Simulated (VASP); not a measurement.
## From VASP inputs to Ansatz: SnTe$_{2}$ (fluorite)

INCAR

```
ISIF = 2
NSW = 0
NBANDS = 20
ENCUT = 520
IBRION = -1
EDIFF = 1E-7
GGA = CA
PREC = Accurate
LREAL = .FALSE.
ISMEAR = -1
LASPH = .TRUE.
NELM = 120
SIGMA = 0.02
LCHARG = .FALSE.
LWAVE = .FALSE.
```

KPOINTS

```
KPOINTS created by Atomic Simulation Environment
0
Gamma
6 6 6
0 0 0
```

KPOINTS_OPT

```
special points
6
Reciprocal
0.0000000000 0.0000000000 0.0000000000 1
0.5000000000 0.0000000000 0.5000000000 1
0.5000000000 0.2500000000 0.7500000000 1
0.3750000000 0.3750000000 0.7500000000 1
0.5000000000 0.5000000000 0.5000000000 1
0.6250000000 0.2500000000 0.6250000000 1
```

POSCAR

```
Sn Te
 1.0000000000000000
    -0.0000000000000000    3.7010376708088639    3.7010376708088639
     3.7010376708088639   -0.0000000000000000    3.7010376708088639
     3.7010376708088639    3.7010376708088639   -0.0000000000000000
 Sn  Te
   1   2
Cartesian
  0.0000000000000000  0.0000000000000000 -0.0000000000000000
  1.8505188354044317  1.8505188354044317  1.8505188354044317
  5.5515565062132950  5.5515565062132950  5.5515565062132950
```

VASP ran with the recommended LDA PAW datasets (26 valence electrons in the cell).

Q: Translate these files to an Ansatz input.

A: 

```yaml
crystal:
  lattice:
    - [0.0, 3.7010376708, 3.7010376708]
    - [3.7010376708, 0.0, 3.7010376708]
    - [3.7010376708, 3.7010376708, 0.0]
  atoms:
    - { symbol: Sn, position: [0.0, 0.0, 0.0] }
    - { symbol: Te, position: [0.25, 0.25, 0.25] }
    - { symbol: Te, position: [0.75, 0.75, 0.75] }
kpoints:
  mp_grid: { grid: [6, 6, 6] }
  band_path:
    path:
      - [0.0, 0.0, 0.0]
      - [0.5, 0.0, 0.5]
      - [0.5, 0.25, 0.75]
      - [0.375, 0.375, 0.75]
      - [0.5, 0.5, 0.5]
      - [0.625, 0.25, 0.625]
    npoints: 1
hamiltonian:
  xc: lda
scf:
  occupations: { method: fermi_dirac, width: 0.02 }
  n_extra_bands: 4
output:
  forces: true
  stress: true
  eigenvalues: true
```

Other inputs would serve too.

```json
{"": "gap between bands v and c", "VASP": "-2.12 eV (bands overlap: a metal)", "Ansatz": "-2.11 eV (bands overlap: a metal)"}
{"": "least direct gap", "VASP": "0.00 eV", "Ansatz": "0.00 eV"}
{"": "pressure", "VASP": "-2.7 GPa", "Ansatz": "-2.7 GPa"}
```

The two codes use different PAW datasets and cutoffs. VASP's cell holds 26 valence electrons and Ansatz's 46. LDA means the Perdew–Zunger form with relativistic exchange in VASP and the Perdew–Wang form in Ansatz. Ansatz's stress includes a Pulay correction; VASP's doesn't.
